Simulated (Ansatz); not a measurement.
**Strain response of P**

The calculation used Ansatz 0.2.0, DFT PBE+D3(BJ), scalar-relativistic, plane waves, PAW. Run with 420 eV cutoff, 10×4×8 k-mesh, Gaussian smearing of 0.10 eV, no spin polarisation.

Reference structure (relaxed):

```xyz
8
Lattice="3.3225 0.0000 0.0000 0.0000 10.1915 0.0000 0.0000 0.0000 4.1669" Properties=species:S:1:pos:R:3 pbc="T T T"
P     0.0000    9.1073    3.8673
P     1.6613    9.1073    2.3830
P     1.6613    6.1799    0.2996
P     0.0000    6.1799    1.7838
P     1.6613    4.0116    3.8673
P     0.0000    4.0116    2.3830
P     0.0000    1.0842    0.2996
P     1.6613    1.0842    1.7838
```

Deformation: biaxial strain in the a-b plane, with the length and tilt of c and the atoms relaxed, all within the symmetry that the strain leaves. Energies are extrapolated to zero smearing.

```tsv
strain (%)	ΔE (meV/atom)	a (Å)	b (Å)	c (Å)
-6.0	54.9	3.123	9.580	4.390
-4.0	23.0	3.190	9.784	4.326
-2.0	5.2	3.256	9.988	4.242
+0.0	0.0	3.323	10.192	4.167
+2.0	4.7	3.389	10.395	4.081
+4.0	17.8	3.455	10.599	3.998
+6.0	37.5	3.522	10.803	3.929
```

Question: What stiffness (1/V) d²E/dε² at zero strain does a cubic fit over all points give?

Answer: A cubic fit gives (1/V) d²E/dε² = 234 GPa at zero strain (twice the biaxial modulus).

Question: How does the free axis c answer a small strain?

Answer: Between the innermost points its strain is -0.96 times the applied one.